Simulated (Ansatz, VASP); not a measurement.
One calculation of B, two programs

```
B
1.0
     1.84675    0.00000    0.00000
     0.00000    1.84675    0.00000
     0.00000    0.00000    1.84675
B
1
Direct
  0.50000 0.50000 0.50000
```

Change from the starting cell: volume scaled by 0.94.

Alike in both runs: task single point; functional PBE; k mesh 14 × 14 × 14; occupations fermi-dirac, width 0.05 eV; no spin polarisation.

```csv
,VASP,Ansatz
version,VASP 6.6.1,Ansatz 0.2.0
potentials or method,"VASP PAW PBE potentials, release 64 (B)",Ansatz PAW
plane-wave cutoff (eV),520,420
valence electrons in the cell,3,3
```

```csv
,VASP,Ansatz,Ansatz less VASP
gap on the k mesh at the Fermi level (eV),none,none,-
pressure (GPa),16.7,16.6,-0.06
```

A gap of «none» marks a metal or a gap that the smearing closes. The functional is the same, so the differences come from potentials, cutoffs and numerics.

Caveats: the pressure holds a Pulay correction of +0.3 GPa for the finite cutoff (Ansatz).
